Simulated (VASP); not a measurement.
# MoSe2 in VASP: a series of runs, part 2 of 2

VASP 6.6.1. The steps go on from the part before.

## 3. Single point, PBE

This run uses another cell than the first one, of 26.98 Å³/atom, 0.852 times its volume.

Input file INCAR:

```
SYSTEM = MoSe2
ALGO = Normal ; DIPOL = 0.5 0.5 0.500
EDIFF = 1E-7 ; ENCUT = 400
GGA = PE ; IDIPOL = 3
ISIF = 2 ; ISMEAR = 0
LASPH = .True. ; LCHARG = .False.
LDIPOL = .True. ; LREAL = .False.
LVACPOTAV = .True. ; LVHAR = .True.
LWAVE = .False. ; NBANDS = 72
NELM = 120 ; PREC = Accurate
SIGMA = 0.02
```

Input file KPOINTS:

```
k-points
0
Gamma
  8 8 1
  0 0 0
```

Input file POSCAR:

```
MoSe2
1.0
    3.2879993385      0.0000000000      0.0000000000
   -1.6439996692      2.8474909548      0.0000000000
    0.0000000000      0.0000000000     34.5750000000
Se Mo
8 4
Direct
    0.3333333333      0.6666666666      0.1735357918
    0.3333333333      0.6666666666      0.2668112798
    0.6666666667      0.3333333334      0.3600867679
    0.6666666667      0.3333333334      0.4533622560
    0.3333333333      0.6666666666      0.5466377440
    0.3333333333      0.6666666666      0.6399132321
    0.6666666667      0.3333333334      0.7331887202
    0.6666666667      0.3333333334      0.8264642082
    0.6666666667      0.3333333334      0.2201735358
    0.3333333333      0.6666666666      0.4067245119
    0.6666666667      0.3333333334      0.5932754881
    0.3333333333      0.6666666666      0.7798264642
```

Potentials or basis: VASP PAW PBE potentials, release 64 (Se, Mo_sv).

Launch:

```bash
$ cat potpaw_PBE.64/Se/POTCAR potpaw_PBE.64/Mo_sv/POTCAR > POTCAR
$ mpirun -np 1 vasp_std > vasp.out
```

OUTCAR:

```text
SYSTEM = MoSe2
   EDIFF = 1E-7
   ENCUT = 400
   GGA = PE
   ISIF = 2
   ISMEAR = 0
   LASPH = .True.
   LREAL = .False.
   NELM = 120
   PREC = Accurate

 Found     10 irreducible k-points:

 Following reciprocal coordinates:
            Coordinates               Weight
  0.000000  0.000000  0.000000      1.000000
  0.125000  0.000000  0.000000      6.000000
  0.250000  0.000000  0.000000      6.000000
  0.375000  0.000000  0.000000      6.000000
  0.500000  0.000000  0.000000      3.000000
  0.125000  0.125000  0.000000      6.000000
   k-points           NKPTS =     10   k-points in BZ     NKDIM =     10   number of bands    NBANDS=     72
   number of dos      NEDOS =    301   number of ions     NIONS =     12
   total plane-waves  NPLWV = 138240
   dimension x,y,z NGX =    24 NGY =   24 NGZ =  240
   dimension x,y,z NGXF=    48 NGYF=   48 NGZF=  480
   ions per type =               8   4
   NGX,Y,Z   is equivalent  to a cutoff of  12.13, 12.13, 11.54 a.u.
   NGXF,Y,Z  is equivalent  to a cutoff of  24.27, 24.27, 23.08 a.u.
 SYSTEM =  MoSe2
   PREC   = accura    normal or accurate (medium, high low for compatibility)
   ISTART =      0    job   : 0-new  1-cont  2-samecut
   ICHARG =      2    charge: 1-file 2-atom 10-const
   ISPIN  =      1    spin polarized calculation?
   LNONCOLLINEAR =      F non collinear calculations
   LSORBIT =      F    spin-orbit coupling
   LASPH  =      T    aspherical Exc in radial PAW
   ENCUT  =  400.0 eV  29.40 Ry    5.42 a.u.   5.36  5.36 56.38*2*pi/ulx,y,z
   NELM   =    120;   NELMIN=  2; NELMDL= -5     # of ELM steps
   EDIFF  = 0.1E-06   stopping-criterion for ELM
   LREAL  =      F    real-space projection
   EDIFFG = 0.1E-05   stopping-criterion for IOM
   NSW    =      0    number of steps for IOM
   IBRION =     -1    ionic relax: 0-MD 1-quasi-New 2-CG
   NFREE  =      0    steps in history (QN), initial steepest desc. (CG)
   ISIF   =      2    stress and relaxation
   ISYM   =      2    0-nonsym 1-usesym 2-fastsym
   POTIM  = 0.5000    time-step for ionic-motion
   TEBEG  =    0.0;   TEEND  =   0.0 temperature during run
   PSTRESS=    0.0 pullay stress
   NELECT =     104.0000    total number of electrons
   NUPDOWN=      -1.0000    fix difference up-down
   EMIN   =  10.00;   EMAX   =-10.00  energy-range for DOS
   EFERMI =   0.00;   METHOD = LEGACY
   ISMEAR =     0;   SIGMA  =   0.02  broadening in eV -4-tet -1-fermi 0-gaus
   EFERMI_NEDOS =   21; number of points for ismear=-14 and -15
   IALGO  =     38    algorithm
   IMIX   =      4    mixing-type and parameters
     AMIX     =   0.40;   BMIX     =  1.00
     AMIX_MAG =   1.60;   BMIX_MAG =  1.00
  volume/ion in A,a.u.               =      26.98       182.04
  Fermi-wavevector in a.u.,A,eV,Ry     =   1.121245  2.118846 17.105113  1.257190
  Thomas-Fermi vector in A             =   2.257897
   LORBIT       =      0    0 simple, 1 ext, 2 COOP (PROOUT), +10 PAW based schemes
   GGA     = PE    functional components
   LHFCALC =     F    Hartree Fock is set to
   AEXX    =    0.0000 exact exchange contribution
   IVDW    =     0    specifies the selected vdW correction
   LEPSILON=     F    determine dielectric tensor
   LRPA    =     F    only Hartree local field effects (RPA)
 non-spin polarized calculation
 Gauss-broadening in eV      SIGMA  =   0.02
  energy-cutoff  :      400.00
  volume of cell :      323.71
 maximum number of plane-waves:      5993
 NGX is ok and might be reduce to    24
   NGX = 11   NGY = 11   NGZ =113

 dipolmoment           0.000000      0.000000      0.000000 electrons x Angstroem

 number of electron     104.0000002 magnetization

 dipolmoment           0.000000      0.000000     -0.000000 electrons x Angstroem

 Free energy of the ion-electron system (eV)
  ---------------------------------------------------
  ext. energy  EPLUGINS =         0.00000000
  ---------------------------------------------------
  free energy    TOTEN  =       -79.47154618 eV

  energy without entropy =      -79.47154618  energy(sigma->0) =      -79.47154618

 E-fermi :   3.8278     XC(G=0):  -8.2316

 val. band max:        3.6422690526   @ k =   0.0000   0.0000   0.0000
 cond. band min:       4.6818779590   @ k =   0.2500   0.1250   0.0000
 fundamental gap:      1.0396089064
 Fermi energy:         3.8277872571

 k-point     1 :       0.0000    0.0000    0.0000
  band No.  band energies     occupation
      1     -57.6055      2.00000
      2     -57.6055      2.00000
      3     -57.6032      2.00000
      4     -57.6032      2.00000
      5     -31.7885      2.00000
      6     -31.7883      2.00000
[... 56 lines left out ...]
     63       6.4549      0.00000
     64       6.4549      0.00000

 k-point     2 :       0.1250    0.0000    0.0000
  band No.  band energies     occupation
      1     -57.6018      2.00000
      2     -57.6018      2.00000
      3     -57.5994      2.00000
      4     -57.5994      2.00000
      5     -31.7795      2.00000
      6     -31.7794      2.00000
[... 56 lines left out ...]
     63       6.1681      0.00000
     64       6.2255      0.00000

 k-point     3 :       0.2500    0.0000    0.0000
  band No.  band energies     occupation
      1     -57.5928      2.00000
      2     -57.5928      2.00000
      3     -57.5905      2.00000
      4     -57.5905      2.00000
      5     -31.7579      2.00000
      6     -31.7578      2.00000
[... 56 lines left out ...]
     63       6.1653      0.00000
     64       6.3318      0.00000

 k-point     4 :       0.3750    0.0000    0.0000
  band No.  band energies     occupation
      1     -57.5838      2.00000
      2     -57.5838      2.00000
      3     -57.5815      2.00000
      4     -57.5815      2.00000
      5     -31.8529      2.00000
      6     -31.8529      2.00000
[... 56 lines left out ...]
     63       6.8265      0.00000
     64       7.1252      0.00000

 k-point     5 :       0.5000    0.0000    0.0000
  band No.  band energies     occupation
      1     -57.5801      2.00000
      2     -57.5801      2.00000
      3     -57.5777      2.00000
      4     -57.5777      2.00000
      5     -31.8929      2.00000
      6     -31.8929      2.00000
[... 56 lines left out ...]
     63       7.0489      0.00000
     64       7.2923      0.00000

 k-point     6 :       0.1250    0.1250    0.0000
  band No.  band energies     occupation
      1     -57.5955      2.00000
      2     -57.5955      2.00000
      3     -57.5931      2.00000
      4     -57.5931      2.00000
      5     -31.7642      2.00000
      6     -31.7640      2.00000
[... 56 lines left out ...]
     63       5.8472      0.00000
     64       5.8770      0.00000

 [... further k-points ...]

 [bands above 64 left out]

------------------------ aborting loop because EDIFF is reached ----------------------------------------

  FORCE on cell =-STRESS in cart. coord.  units (eV):
  Direction    XX          YY          ZZ          XY          YZ          ZX
  --------------------------------------------------------------------------------------
  -------------------------------------------------------------------------------------
  Total        9.2222848      9.2222848     17.1187787      0.0000000      0.0000000      0.0000000
  in kB       45.6449617     45.6449617     84.7280278      0.0000000      0.0000000      0.0000000
  external PRESSURE =      58.6726504 kB  Pullay stress =       0.0000000 kB

 VOLUME and BASIS-vectors are now :
 -----------------------------------------------------------------------------
  energy-cutoff  :      400.00
  volume of cell :      323.71
      direct lattice vectors                 reciprocal lattice vectors
     3.287999339  0.000000000  0.000000000     0.304136314  0.175593183  0.000000000
    -1.643999669  2.847490955  0.000000000     0.000000000  0.351186366  0.000000000
     0.000000000  0.000000000 34.575000000     0.000000000  0.000000000  0.028922632

 POSITION                                       TOTAL-FORCE (eV/Angst)
 -----------------------------------------------------------------------------------
      0.00000      1.89833      6.00000         0.000000      0.000000     -1.238576
      0.00000      1.89833      9.22500         0.000000      0.000000      1.150003
      1.64400      0.94916     12.45000        -0.000000      0.000000     -1.148076
      1.64400      0.94916     15.67500        -0.000000     -0.000000      1.147810
      0.00000      1.89833     18.90000        -0.000000      0.000000     -1.147810
      0.00000      1.89833     22.12500         0.000000     -0.000000      1.148076
      1.64400      0.94916     25.35000         0.000000      0.000000     -1.150003
      1.64400      0.94916     28.57500         0.000000     -0.000000      1.238576
      1.64400      0.94916      7.61250        -0.000000      0.000000     -0.040013
      0.00000      1.89833     14.06250         0.000000     -0.000000     -0.000138
      1.64400      0.94916     20.51250        -0.000000      0.000000      0.000138
      0.00000      1.89833     26.96250        -0.000000     -0.000000      0.040013
 -----------------------------------------------------------------------------------
    total drift:                                0.000000     -0.000000     -0.000000

  FREE ENERGIE OF THE ION-ELECTRON SYSTEM (eV)
  ---------------------------------------------------
  free  energy   TOTEN  =       -79.4715461844 eV

  energy  without entropy=      -79.4715461844  energy(sigma->0) =      -79.47154618

 vacuum level on the upper side and lower side of the slab         8.539         8.539
```

It took 3.8 min on 1 thread of AMD EPYC 9R14 (Zen 4), shared host; peak memory 0.36 GiB.

These settings aren't checked as converged: the numbers below hold their error.

What came out:

```
Free energy                            : -79.4715 eV
Largest force                          : 1.239 eV/Å
Band gap on the k mesh                 : 1.04 eV, indirect (least direct gap 1.66 eV)
Ionisation potential of the upper face : 4.90 eV
```

Caveat: the cell's inner coordinates are idealised or old, which leaves forces on the atoms.

## 4. Single point, PBE

This run uses another cell than the first one, of 29.32 Å³/atom, 0.926 times its volume.

INCAR, as its differences from that of step 3:

```diff
@@ -10,2 +10,2 @@
 NELM = 120 ; PREC = Accurate
-SIGMA = 0.02
+SIGMA = 0.05
```

KPOINTS is that of step 3.

Input file POSCAR:

```
MoSe2
1.0
    3.2879993385      0.0000000000      0.0000000000
   -1.6439996692      2.8474909548      0.0000000000
    0.0000000000      0.0000000000     37.5750000000
Se Mo
8 4
Direct
    0.3333333333      0.6666666666      0.1996007984
    0.3333333333      0.6666666666      0.2854291417
    0.6666666667      0.3333333334      0.3712574850
    0.6666666667      0.3333333334      0.4570858283
    0.3333333333      0.6666666666      0.5429141717
    0.3333333333      0.6666666666      0.6287425150
    0.6666666667      0.3333333334      0.7145708583
    0.6666666667      0.3333333334      0.8003992016
    0.6666666667      0.3333333334      0.2425149701
    0.3333333333      0.6666666666      0.4141716567
    0.6666666667      0.3333333334      0.5858283433
    0.3333333333      0.6666666666      0.7574850299
```

Launch:

```bash
$ cat potpaw_PBE.64/Se/POTCAR potpaw_PBE.64/Mo_sv/POTCAR > POTCAR
$ mpirun -np 1 vasp_std > vasp.out
```

Run time: 4.4 min. Hardware: 1 thread of AMD EPYC 9R14 (Zen 4), shared host; peak memory 0.37 GiB.

These settings aren't checked as converged: the numbers below hold their error.

Results:

| Quantity | Value |
| --- | --- |
| Free energy | -79.4727 eV |
| Largest force | 1.239 eV/Å |
| Band gap on the k mesh | 1.04 eV, indirect (least direct gap 1.66 eV) |
| Ionisation potential of the upper face | 4.90 eV |

Caveat: the cell's inner coordinates are idealised or old, which leaves forces on the atoms.

## 5. Single point, PBE

INCAR is that of step 4.

KPOINTS is that of step 4.

Input file POSCAR:

```
MoSe2
1.0
    3.2879993385      0.0000000000      0.0000000000
   -1.6439996692      2.8474909548      0.0000000000
    0.0000000000      0.0000000000     40.5750000000
Se Mo
8 4
Direct
    0.3333333333      0.6666666666      0.2218114603
    0.3333333333      0.6666666666      0.3012939002
    0.6666666667      0.3333333334      0.3807763401
    0.6666666667      0.3333333334      0.4602587800
    0.3333333333      0.6666666666      0.5397412200
    0.3333333333      0.6666666666      0.6192236599
    0.6666666667      0.3333333334      0.6987060998
    0.6666666667      0.3333333334      0.7781885397
    0.6666666667      0.3333333334      0.2615526802
    0.3333333333      0.6666666666      0.4205175601
    0.6666666667      0.3333333334      0.5794824399
    0.3333333333      0.6666666666      0.7384473198
```

Launch:

```bash
$ cat potpaw_PBE.64/Se/POTCAR potpaw_PBE.64/Mo_sv/POTCAR > POTCAR
$ mpirun -np 1 vasp_std > vasp.out
```

It took 5 min on 1 thread of AMD EPYC 9R14 (Zen 4), shared host; peak memory 0.39 GiB.

The run converged, but some of its settings lie outside the range that counts as converged, so its numbers aren't taken as properties of the slab.

Results:

```
Free energy                            : -79.4745 eV
Largest force                          : 1.239 eV/Å
Band gap on the k mesh                 : 1.04 eV, indirect (least direct gap 1.66 eV)
Ionisation potential of the upper face : 4.90 eV
```

Caveat: the cell's inner coordinates are idealised or old, which leaves forces on the atoms.

## 6. Single point, PBE

INCAR is that of step 5.

Input file KPOINTS:

```
k-points
0
Gamma
  10 10 1
  0 0 0
```

POSCAR is that of step 5.

Potentials or basis: VASP PAW PBE potentials, release 64 (Se, Mo_sv).

Launch:

```bash
$ cat potpaw_PBE.64/Se/POTCAR potpaw_PBE.64/Mo_sv/POTCAR > POTCAR
$ mpirun -np 1 vasp_std > vasp.out
```

Wall time 7.8 min (1 thread of AMD EPYC 9R14 (Zen 4), shared host); peak memory 0.43 GiB.

These settings aren't checked as converged: the numbers below hold their error.

Results:

```yaml
Free_energy: -79.4757 eV
Largest_force: 1.238 eV/Å
Band_gap_on_the_k_mesh: 0.98 eV, indirect (least direct gap 1.61 eV)
Ionisation_potential_of_the_upper_face: 4.90 eV
```

Caveat: the cell's inner coordinates are idealised or old, which leaves forces on the atoms.
